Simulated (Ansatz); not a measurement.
Here is an Ansatz 0.2.0 calculation.

input.yaml

```yaml
crystal:
  lattice:
    - [0.0, 2.24063, 2.24063]
    - [2.24063, 0.0, 2.24063]
    - [2.24063, 2.24063, 0.0]
  atoms:
    - { symbol: Ni, position: [0.0, 0.0, 0.0], spin: 1.0 }
    - { symbol: O, position: [0.75, 0.75, 0.75] }
hamiltonian:
  xc: rpbe
  pseudopotentials: { kind: paw }
magnetization:
  spin_polarized: true
kpoints:
  mp_grid: { grid: [7, 7, 7] }
  band_path:
    path:
      - [[0.0, 0.0, 0.0], [0.5, 0.0, 0.5], [0.5, 0.25, 0.75], [0.375, 0.375, 0.75], [0.0, 0.0, 0.0], [0.5, 0.5, 0.5], [0.625, 0.25, 0.625], [0.5, 0.25, 0.75], [0.5, 0.5, 0.5], [0.375, 0.375, 0.75]]
      - [[0.625, 0.25, 0.625], [0.5, 0.0, 0.5]]
    npoints: 14
scf:
  occupations: { method: fermi_dirac, width: 0.05 }
  n_extra_bands: 6
output:
  forces: true
  stress: true
  eigenvalues: true
  fatbands: false
```

Potentials or basis: Ansatz PAW.

Launch:

```console
$ ansatz run input.yaml --threads 2 --pin off --max-ram 5632MiB --backend cpu --events-out ev --progress --plain --runs-dir out
```

Predict the absolute moment.

1.98 μB per cell.

What does it give for the band gap on the k mesh?

None (metal or under the smearing width).

Estimate the net moment.

1.95 μB per cell.

Predict the site moments.

Ni +1.48; O +0.37 μB.

Levels at the corners of the path, in eV from the Fermi level:
Spin up:
| point | band 9 | band 10 | band 11 | band 12 | band 13 | band 14 | band 15 | band 16 | band 17 | band 18 |
| --- | --- | --- | --- | --- | --- | --- | --- | --- | --- | --- |
| Γ | -2.49 | -2.49 | 0.08 | 0.08 | 0.08 | 0.42 | 14.31 | 14.31 | 14.31 | 20.65 |
| X | -3.21 | -2.22 | -1.95 | -1.95 | -1.82 | 5.37 | 9.95 | 11.26 | 14.58 | 14.58 |
| W | -3.17 | -2.85 | -2.28 | -2.10 | -1.12 | 7.10 | 9.84 | 10.64 | 11.62 | 18.77 |
| K | -3.31 | -2.50 | -2.43 | -1.58 | -1.37 | 6.65 | 9.36 | 10.27 | 14.30 | 15.85 |
| Γ | -2.49 | -2.49 | 0.08 | 0.08 | 0.08 | 0.42 | 14.31 | 14.31 | 14.31 | 20.65 |
| L | -2.67 | -2.43 | -2.43 | -0.74 | -0.74 | 5.88 | 7.31 | 13.79 | 13.79 | 17.79 |
| U | -3.31 | -2.50 | -2.43 | -1.58 | -1.37 | 6.65 | 9.36 | 10.27 | 14.30 | 15.85 |
| W | -3.17 | -2.85 | -2.28 | -2.10 | -1.12 | 7.10 | 9.84 | 10.64 | 11.62 | 18.77 |
| L | -2.67 | -2.43 | -2.43 | -0.74 | -0.74 | 5.88 | 7.31 | 13.79 | 13.79 | 17.79 |
| K | -3.31 | -2.50 | -2.43 | -1.58 | -1.37 | 6.65 | 9.36 | 10.27 | 14.30 | 15.85 |
| U | -3.31 | -2.50 | -2.43 | -1.58 | -1.37 | 6.65 | 9.36 | 10.27 | 14.30 | 15.85 |
| X | -3.21 | -2.22 | -1.95 | -1.95 | -1.82 | 5.37 | 9.95 | 11.26 | 14.58 | 14.58 |
Spin down:
| point | band 9 | band 10 | band 11 | band 12 | band 13 | band 14 | band 15 | band 16 |
| --- | --- | --- | --- | --- | --- | --- | --- | --- |
| Γ | -1.40 | -1.40 | 0.68 | 1.78 | 1.78 | 1.78 | 14.55 | 14.55 |
| X | -1.52 | -1.09 | -0.78 | -0.07 | -0.07 | 5.81 | 10.61 | 11.47 |
| W | -1.60 | -1.26 | -1.00 | -0.21 | 0.34 | 7.60 | 10.51 | 10.94 |
| K | -1.64 | -1.19 | -0.79 | -0.09 | 0.27 | 7.08 | 9.87 | 10.69 |
| Γ | -1.40 | -1.40 | 0.68 | 1.78 | 1.78 | 1.78 | 14.55 | 14.55 |
| L | -1.19 | -1.19 | -0.72 | 0.87 | 0.87 | 6.17 | 7.77 | 14.09 |
| U | -1.64 | -1.19 | -0.79 | -0.09 | 0.27 | 7.08 | 9.87 | 10.69 |
| W | -1.60 | -1.26 | -1.00 | -0.21 | 0.34 | 7.60 | 10.51 | 10.94 |
| L | -1.19 | -1.19 | -0.72 | 0.87 | 0.87 | 6.17 | 7.77 | 14.09 |
| K | -1.64 | -1.19 | -0.79 | -0.09 | 0.27 | 7.08 | 9.87 | 10.69 |
| U | -1.64 | -1.19 | -0.79 | -0.09 | 0.27 | 7.08 | 9.87 | 10.69 |
| X | -1.52 | -1.09 | -0.78 | -0.07 | -0.07 | 5.81 | 10.61 | 11.47 |

Caveat: a cell with one magnetic atom can't hold antiferromagnetic order, which such compounds often take; semilocal functionals often make such compounds metallic where correlation or magnetic order opens a gap, which also shifts bond lengths. With open d or f shells a metallic result of RPBE can be an artefact of self-interaction; +U or a hybrid may open a gap.
